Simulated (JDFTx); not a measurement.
Crystal: BP.

```xyz
2
Lattice="0.0000 2.2690 2.2690 2.2690 0.0000 2.2690 2.2690 2.2690 0.0000" Properties=species:S:1:pos:R:3 pbc="T T T"
P     3.4035    3.4035    3.4035
B     0.0000    0.0000    0.0000
```

Base run:

```yaml
Program: JDFTx 1.7.0 (patched build)
Functional: BLYP
Potentials_or_basis: PseudoDojo-SR-PBE-0.5-standard
Cutoff: 1034 eV
Density_cutoff: 8272 eV
k_mesh: 10 × 10 × 10
Occupations: fermi-dirac, width 0.05 eV
Spin: no spin polarisation
```

Its results: band gap on the k mesh 1.52 eV, indirect (least direct gap 3.58 eV); pressure 7.1 GPa.

Task: After a change of settings the same cell gave: band gap on the k mesh 1.25 eV, indirect (least direct gap 3.41 eV); pressure 1.0 GPa. Which change was it?
A. functional from BLYP to PBEsol; potentials or basis from PseudoDojo-SR-PBE-0.5-standard to PseudoDojo-SR-PBEsol-0.4.1-standard with smoothed tails
B. functional from BLYP to PBEsol; potentials or basis from PseudoDojo-SR-PBE-0.5-standard to PseudoDojo-SR-PBEsol-0.4.1-standard
C. functional from BLYP to PBE

Result: C.

PBE binds more tightly than BLYP, so the same cell stands under less pressure.

Caveats: the empty levels aren't tightly converged; the potentials were made for another functional, which shifts forces and pressure (some runs).

Not every run made on this cell is shown here.
